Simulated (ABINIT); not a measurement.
A run of ABINIT 10.8.3 (patched build) is set up as follows.

File run.abi:

```
pp_dirpath "./"
pseudos "Te.upf, Cd.upf"

acell 3*1.0
rprim
     0.0000000000     6.0565722294     6.0565722294
     6.0565722294     0.0000000000     6.0565722294
     6.0565722294     6.0565722294     0.0000000000
ntypat 2
znucl 52 48
natom 2
typat 1 2
xred
     0.7500000000     0.7500000000     0.7500000000
     0.0000000000     0.0000000000     0.0000000000

ecut 47.0

kptopt 1
ngkpt 5 5 5
nshiftk 1
shiftk 0.0 0.0 0.0

ixc -116133

nband 22
occopt 3
tsmear 0.05 eV

nstep 100
tolvrs 1.0e-10

iomode 3
prtwf 0
prtden 0
prteig 0
prtebands 0
```

Potentials or basis: PseudoDojo NC SR PBEsol v0.4.1 standard.

Launch:

```bash
$ abinit run.abi > log 2>&1
```

Task: Estimate the pressure.

Result: 1.6 GPa.

Task: Predict the band gap on the k mesh.

Result: 0.75 eV, direct.

Caveat: spin-orbit coupling is left out, which moves the levels of the heavy elements.

**The experiment to reproduce.**

A printed reference work, data compilation reports, for a bulk crystal of CdTe at 0 K: band gap 1.607 eV.

A measured gap of CdTe is 1.607 eV (0 K; a printed reference work, data compilation); the calculated 0.75 eV misses it by -0.86 eV. Spin-orbit coupling on Cd, Te is left out. The value is that of PBEsol, without temperature or zero-point motion. Semilocal functionals fall short of measured gaps as a rule.
